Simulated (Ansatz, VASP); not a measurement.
**CdH2: VASP beside Ansatz**

```
CELL_PARAMETERS angstrom
0.00000 2.24995 2.24995
2.24995 0.00000 2.24995
2.24995 2.24995 0.00000
ATOMIC_POSITIONS crystal
Cd 0.00000 0.00000 0.00000
H 0.25000 0.25000 0.25000
H 0.75000 0.75000 0.75000
```

Alike in both runs: task relaxation of cell and atoms; functional PBE; k mesh 8 × 8 × 8; occupations gaussian, width 0.1 eV; no spin polarisation.

|  | VASP | Ansatz |
| --- | --- | --- |
| version | VASP 6.6.1 | Ansatz 0.2.0 |
| potentials or method | VASP PAW PBE potentials, release 64 (Cd, H) | scalar-relativistic, plane waves, PAW |
| plane-wave cutoff (eV) | 600 | 420 |
| valence electrons in the cell | 14 | 22 |

```tsv
	VASP	Ansatz	Ansatz less VASP
gap on the k mesh at the Fermi level, each at its own relaxed structure (eV)	none	none	-
relaxed volume (Å³/atom)	11.09	11.05	-0.043
relaxed cell length with the largest relative difference (Å)	3.610	3.606	-0.0047
energy change over the relaxation (meV/atom)	-396	-378	+17.9
```

A gap of «none» marks a metal or a gap that the smearing closes. The two sets of potentials don't hold the same shells in valence.

Caveats: the volume moved by over 15 % at a fixed basis, so the end points are rough (VASP).
